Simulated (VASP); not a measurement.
```
CELL_PARAMETERS angstrom
      0.00000     2.90247     2.90247
      2.90247     0.00000     2.90247
      2.90247     2.90247     0.00000
ATOMIC_POSITIONS crystal
  Li 0.00000 0.00000 0.00000
  I  0.50000 0.50000 0.50000
```

These are LDA (Ceperley-Alder, Perdew-Zunger), VASP's LDA PAW potentials (set 64) (plane waves; VASP 6.6.1) values and carry that method's errors. Run with 520 eV cut-off, 10×10×10 Γ-centred mesh, Gaussian smearing of 0.010 eV, potentials Li_sv I.

**Question.** Give the direction-averaged independent-particle dielectric function (no local fields, no excitons; a broadening of 0.1 eV leaves a tail below the gap, and fine structure carries the noise of the k-mesh).

**Answer.** 
| ħω (eV) | ε₁ | ε₂ |
|---|---|---|
| 0.00 | 4.99 | 0.00 |
| 0.40 | 5.01 | 0.01 |
| 0.80 | 5.05 | 0.01 |
| 1.20 | 5.13 | 0.02 |
| 1.60 | 5.24 | 0.03 |
| 2.10 | 5.45 | 0.05 |
| 2.50 | 5.68 | 0.07 |
| 2.90 | 5.99 | 0.09 |
| 3.30 | 6.41 | 0.12 |
| 3.80 | 7.20 | 0.21 |
| 4.20 | 8.28 | 0.37 |
| 4.60 | 10.23 | 1.29 |
| 5.00 | 11.72 | 3.38 |
| 5.50 | 11.77 | 7.50 |
| 5.90 | 7.24 | 13.94 |
| 6.30 | 5.75 | 14.20 |
| 6.70 | -1.71 | 9.03 |
| 7.10 | -1.82 | 9.70 |
| 7.60 | -1.41 | 6.96 |
| 8.00 | -2.20 | 5.71 |
| 8.40 | -2.17 | 6.03 |
| 8.80 | -3.85 | 4.24 |
| 9.30 | -2.18 | 2.77 |
| 9.70 | -2.18 | 2.44 |
| 10.10 | -1.90 | 2.08 |
| 10.50 | -1.63 | 1.82 |
| 11.00 | -1.86 | 1.62 |
| 11.40 | -1.41 | 1.04 |
| 11.80 | -1.03 | 0.98 |
| 12.20 | -1.14 | 0.83 |
| 12.60 | -0.77 | 0.68 |
| 13.10 | -0.62 | 0.75 |
| 13.50 | -0.50 | 0.51 |
| 13.90 | -0.32 | 0.73 |
| 14.30 | -0.40 | 0.52 |
| 14.80 | -0.16 | 0.46 |
| 15.20 | -0.04 | 0.53 |
| 15.60 | -0.06 | 0.55 |
| 16.00 | -0.07 | 0.43 |
| 16.50 | -0.02 | 0.42 |
ε₂ peaks at 6.4 eV (height 17.3); ε₁(0) averages 4.99, so the electronic refractive index below the gap tends to √4.99 = 2.23.

The compound is LiI in the rock salt structure. It was relaxed first, which changed the volume by -10 %.
